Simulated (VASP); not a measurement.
**Mo in VASP: the effect of strain**

The system is Mo.

```
CELL_PARAMETERS angstrom
-1.52046 1.52046 1.58381
1.52046 -1.52046 1.58381
1.52046 1.52046 -1.58381
ATOMIC_POSITIONS crystal
Mo 0.00000 0.00000 0.00000
```

The cell isn't the ideal one: strain = -0.04.

Alike in all runs:

* Program: VASP 6.6.1
* Task: single point
* Functional: PBE
* Potentials or basis: VASP PAW PBE potentials, release 64 (Mo_sv)
* Cutoff: 520 eV
* k mesh: 12 × 12 × 12
* Occupations: fermi-dirac, width 0.05 eV
* Spin: no spin polarisation
* Strain kind: biaxial_xy
* Further INCAR settings: ALGO = Normal; EDIFF = 1e-07; NBANDS = 13

```tsv
strain	pressure (GPa)
-0.04	23.8
-0.02	10.0
-0.01	4.0
0	-1.4
0.01	-6.2
0.02	-10.6
0.04	?
```

Question: What does the run with strain 0.04 give?

Answer: Pressure -18.0 GPa.

Worked out: A parabola through the other rows of the pressure, of slope -284 GPa per unit of strain there, extrapolates to -17.4 GPa, against the run's -18.0.
